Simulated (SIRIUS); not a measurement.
Ti in SIRIUS: convergence with smearing width

Input of the first run (smearing width 0.4 eV); the others differ in this setting and in those tied to it:

sirius.json

```json
{
  "control": {
    "processing_unit": "cpu",
    "verbosity": 2,
    "num_bands_to_print": 20,
    "print_forces": true,
    "print_stress": true
  },
  "parameters": {
    "electronic_structure_method": "pseudopotential",
    "xc_functionals": ["XC_GGA_X_PBE", "XC_GGA_C_PBE"],
    "gk_cutoff": 6.4,
    "pw_cutoff": 20.0,
    "ngridk": [5, 5, 3],
    "shiftk": [0, 0, 0],
    "smearing": "cold",
    "smearing_width": 0.0146997289,
    "num_bands": 20,
    "num_mag_dims": 0,
    "num_dft_iter": 100,
    "energy_tol": 1e-08,
    "density_tol": 1e-06
  },
  "iterative_solver": {
    "type": "davidson",
    "min_tolerance": 1e-10
  },
  "mixer": {
    "type": "anderson",
    "beta": 0.7,
    "max_history": 8
  },
  "settings": {
    "tol_ne": 1e-10
  },
  "unit_cell": {
    "lattice_vectors": [
      [1.0, 0.0, 0.0],
      [-0.5, 0.866025403797, 0.0],
      [0.0, 0.0, 1.586440677966]
    ],
    "lattice_vectors_scale": 5.5746920676,
    "atom_coordinate_units": "lattice",
    "atom_types": ["Ti"],
    "atom_files": {
      "Ti": "Ti.json"
    },
    "atoms": {
      "Ti": [
        [0.686162, 0.32688, 0.748487],
        [0.337973, 0.672908, 0.24873]
      ]
    }
  }
}
```

Potentials or basis: GBRV 1.5 PBE (ultrasoft).

Launch:

```sh
$ upf_to_json ti_pbe_v1.4.uspp.F.UPF
$ OMP_NUM_THREADS=1 sirius.scf --input=sirius.json --output=out.json --task=0
```

The cell isn't the ideal one: atoms moved at random, drawn with an rms of 0.05 Å.

Hardware: 1 thread of Arm Neoverse V1, on a shared host.

```csv
smearing width,energy less the tightest run (meV/atom),pressure (GPa),largest force (eV/Å),SCF cycles,CPU time (s),peak memory (GiB)
0.4 eV,-9.58,-1.58,0.121,21,28,0.28
0.3 eV,-9.19,-1.51,0.110,21,28,0.28
0.2 eV,-3.93,-1.65,0.105,21,28,0.28
0.136 eV,-1.79,-1.72,0.107,21,28,0.28
0.1 eV,-1.20,-1.74,0.104,21,28,0.28
0.05 eV,-0.93,-1.75,0.095,21,28,0.28
0.025 eV,-0.43,-1.75,0.101,21,27,0.28
0.01 eV,0.00,-1.78,0.100,19,26,0.28
```

Against the tightest run, the energy stays within 1 meV/atom from 0.05 eV on; the pressure stays within 0.1 GPa from 0.136 eV on; the largest force stays within 0.005 eV/Å from 0.1 eV on. Narrower smearing needs a denser k mesh, so at a fixed mesh the narrowest width isn't the most accurate. The tightest run that finished is the yardstick and may itself not be fully converged.

Caveat, for the tightest run too: the k mesh is coarse (spacing up to 0.49 Å⁻¹), so the values aren't converged.
